Selenium in the simple cubic structure, from non-spin-polarised DFT in Ansatz 0.2.0 with plane waves and scalar-relativistic PAW, a cutoff of 420 eV and Fermi-Dirac smearing of 0.1 eV. Volume, bulk modulus and its pressure derivative come from a third-order Birch-Murnaghan fit to energies extrapolated to zero smearing.

```
functional    k mesh  volume per atom (Å³)  bulk modulus (GPa)  bulk modulus pressure derivative
       LDA  13×13×13                 21.21                86.1                              4.51
    PBEsol  13×13×13                 21.61                81.6                              4.55
       PBE  18×18×18                 22.69                69.9                              4.57
    revPBE  12×12×12                 23.11                66.2                              4.70
      RPBE  12×12×12                 23.29                64.3                              4.74
      BLYP  12×12×12                 24.60                56.6                              4.70
```

From LDA to BLYP the crystal swells by 16 % and its bulk modulus B, the resistance to uniform compression, falls by about a third. The tempting reading is that the functionals further down the table make a weaker, softer bond. But each bulk modulus belongs to a different volume V, and almost any solid softens when it is stretched. The first step is therefore to compare the functionals at the same volume.

**The same crystal at one volume.** The pressures calculated along each compression curve allow this at 22.3 Å³ per atom. There LDA has a bulk modulus of about 69 GPa and BLYP one of about 88 GPa, so the order of the table is reversed. Unequal k meshes are not the reason, because RPBE and BLYP share a mesh and their order reverses too. All functionals run on atomic datasets made for PBE, and the error from this is untested. As far as these numbers go, the bond is not softer at equal length. Whether it is weaker is a question this test leaves undecided, because taking away an attraction that grows on compression also gives a crystal that is larger and softer at its own volume yet stiffer at a common one.

The pressure at this volume differs as well. The LDA crystal pulls inward with nearly 4 GPa, while the BLYP crystal pushes outward with about 7 GPa. A likely cause is the way exchange depends on the density gradient. A functional that rewards strong relative variation of the density favours atoms further apart, and this reward grows from PBEsol through PBE to revPBE and RPBE. The gradient term of correlation is expected to work the other way and cancel a large part of the push, so what remains is a difference of the two. PBE, revPBE and RPBE share their correlation, and only among these three does exchange alone set the order.

**A dead weight or a trapped gas.** A piston held by a spring that weakens on stretching shows what such a push can do. A dead weight on the piston stretches the spring and adds no stiffness of its own. A trapped gas also stretches it, but the gas resists compression and so returns part of the lost stiffness. The picture covers only pressure and stiffness, for the crystal holds no gas: its extra push is a difference between two functionals.

If the push were a dead weight, every functional would lie on the LDA curve of B against V. That gives the right direction but too steep a fall, with BLYP near 41 GPa instead of 57 GPa. The push must therefore grow on compression, as the comparison at one volume has already shown.

**How much stiffness comes back.** Let the extra pressure vary as V^−m. Because B = −V dp/dV, it adds m times itself to the bulk modulus. At the new equilibrium it just balances the LDA pressure p₀, which is negative in a stretched crystal, so that

B = B_LDA(V) − m p₀(V).

At the common volume, m is the added stiffness divided by the added pressure, which gives 1.4 to 1.5 for the functionals from PBEsol to RPBE. The trial value used here is m = 4/3, a little below that. It is also the power with which exchange pressures would change if the whole electron density were stretched uniformly, but such a stretch does not explain the push. The gradient term lowers the exchange energy, and under uniform stretching it would pull the crystal inward. An outward push from exchange needs the relative variation of the density to grow as the atoms move apart, which is possible because the atoms do not stretch with the lattice. The value of m is therefore an assumption, supported by the ratios at the common volume.

PBE serves as the worked case. The LDA row supplies the volume V₀ = 21.21 Å³, the bulk modulus B₀ = 86.1 GPa and its pressure derivative B′ = 4.51, which tells how fast B rises with pressure. Murnaghan's simple equation of state then gives, at the PBE volume,

p₀ = (B₀/B′) [(V₀/V)^B′ − 1] = (86.1/4.51) [(21.21/22.69)^4.51 − 1] ≈ −5.0 GPa

B_LDA = B₀ + B′p₀ ≈ 86.1 − 4.51 × 5.0 ≈ 63.5 GPa

B ≈ 63.5 + (4/3) × 5.0 ≈ 70 GPa.

The table has 69.9 GPa for PBE. This is a test of consistency and not an independent prediction, since the PBE volume entered the estimate and the support for m comes from pressures of the same runs.

**How far it carries.** The output below applies the same model to all rows, with the Birch-Murnaghan curve of LDA in place of Murnaghan's and m held at 4/3. The four functionals from PBEsol to RPBE come out within 1 GPa. Agreement that close should not be over-read, because the LDA pressure derivative may carry an error from its k mesh, and a change of 0.2 in it would shift most of these predictions by about 1 GPa.

BLYP comes out 3 GPa too soft, but the size of this miss is uncertain. Its volume lies 16 % above that of LDA, where the LDA curve is extrapolated, and Murnaghan's form would give 56.5 GPa and no miss at all. The comparison at one volume needs no such extrapolation. At the common volume its added stiffness is about 1.7 times its added pressure, against 1.4 to 1.5 for the other gradient functionals, so its push grows faster on compression. BLYP differs from them in both exchange and correlation, and these runs do not separate the two. Its larger push is expected to come mostly from correlation, since its exchange is close to that of the PBE family while LYP correlation should cancel less of it. Which part makes the push steeper remains open.

For small changes the model reduces to a rule: one per cent more volume costs about B′ − m, or roughly three, per cent of the bulk modulus. PBEsol against LDA comes near it, with 1.9 % more volume and a bulk modulus 5.2 % lower. The step from RPBE to BLYP falls short of it, with 5.6 % more volume for 12 % less. Someone who compares bulk moduli of this crystal should therefore ask first which volume each functional gives. The values themselves belong to a metallic crystal held in cubic symmetry and possibly unstable against distortion, not to ordinary selenium, which is built of chains.

The analysis program printed:

```
All functionals at 22.3 Å3 per atom (GPa):
     row  pressure  bulk modulus  extra pressure over LDA  extra bulk modulus over LDA
     LDA    -3.732         69.07                        0                            0
  PBEsol    -2.321         71.05                    1.411                        1.982
     PBE      1.37         76.15                    5.102                        7.086
  revPBE     2.611         78.45                    6.342                         9.38
    RPBE     3.126         78.91                    6.857                        9.849
    BLYP     7.097         87.89                    10.83                        18.82
Extra bulk modulus over extra pressure, PBEsol to BLYP in table order: 1.405, 1.389, 1.479, 1.436, 1.738
Bulk modulus at own volume (GPa):
     row  computed  constant push  growing push  miss constant  miss growing  rough shift if LDA derivative is 0.2 larger
     LDA      86.1           86.1          86.1              0             0                                            0
  PBEsol      81.6          79.08         81.13         -2.524       -0.4675                                      -0.3085
     PBE      69.9          62.77         69.42         -7.129       -0.4762                                      -0.9979
  revPBE      66.2          57.33         65.45         -8.868       -0.7476                                       -1.218
    RPBE      64.3          55.14         63.84         -9.164       -0.4617                                       -1.305
    BLYP      56.6          41.28         53.48         -15.32        -3.119                                        -1.83
Rms miss of constant push without LDA (GPa): 9.535
Rms miss of growing push without LDA (GPa): 1.479
Volume increase from LDA to BLYP (%): 15.98
Fall of bulk modulus from LDA to BLYP (%): 34.26
Rise of bulk modulus from LDA to BLYP at 22.3 Å3 (%): 27.25
Equal mesh, BLYP less RPBE, bulk modulus at own volumes (GPa): -7.7
Equal mesh, BLYP less RPBE, bulk modulus at 22.3 Å3 (GPa): 8.971
```
